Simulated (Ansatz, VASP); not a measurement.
This is a calculation of CdS (Hawleyite) for Ansatz 0.2.0.

The input input.yaml:

```yaml
crystal:
  lattice:
    - [0.0, 2.9165, 2.9165]
    - [2.9165, 0.0, 2.9165]
    - [2.9165, 2.9165, 0.0]
  atoms:
    - { symbol: Cd, position: [0.0, 0.0, 0.0] }
    - { symbol: S, position: [0.75, 0.75, 0.75] }
kpoints:
  mp_grid: { grid: [8, 8, 8] }
scf:
  occupations: { method: gaussian, width: 0.027 }
hamiltonian:
  xc: pbe
  pseudopotentials: { kind: all_electron, lapw: { basis_error: 0.001 } }
output:
  forces: true
  stress: true
  eigenvalues: true
```

Potentials or basis: all-electron LAPW, scalar-relativistic.

Command:

```bash
$ ansatz run input.yaml --threads 1 --pin off --max-ram 3072MiB --backend cpu --events-out ev --progress --plain --runs-dir out
```

Translate it to VASP 6.6.1. Potentials there: VASP PAW PBE potentials, release 64 (Cd, S).

As run (the cutoff follows the program's own potentials):

The input INCAR:

```
SYSTEM = CdS
ALGO = Normal
EDIFF = 1E-7
ENCUT = 520
GGA = PE
ISIF = 2
ISMEAR = 0
LASPH = .True.
LCHARG = .False.
LREAL = .False.
LWAVE = .False.
NBANDS = 16
NELM = 80
PREC = Accurate
SIGMA = 0.027000000000000003
```

Contents of KPOINTS:

```
k-points
0
Gamma
  8 8 8
  0 0 0
```

POSCAR

```
CdS
1.0
    0.0000000000      2.9165000000      2.9165000000
    2.9165000000      0.0000000000      2.9165000000
    2.9165000000      2.9165000000      0.0000000000
Cd S
1 1
Direct
    0.0000000000      0.0000000000      0.0000000000
    0.7500000000      0.7500000000      0.7500000000
```

Potentials or basis: VASP PAW PBE potentials, release 64 (Cd, S).

The run is started by

```sh
$ cat potpaw_PBE.64/Cd/POTCAR potpaw_PBE.64/S/POTCAR > POTCAR
$ mpirun -np 1 vasp_std > vasp.out
```

Both were run:

|  | VASP | Ansatz | Ansatz less VASP |
| --- | --- | --- | --- |
| gap on the k mesh at the Fermi level (eV) | 1.15 | 1.15 | -0.004 |
| least direct gap on the mesh (eV) | 1.15 | 1.15 | -0.004 |
| pressure (GPa) | 3.2 | 2.9 | -0.33 |

Ansatz ran all-electron here, so the differences hold the error of VASP's frozen core and of both bases.

Expect the measured gap to be larger: semilocal functionals such as PBE lack the derivative discontinuity.
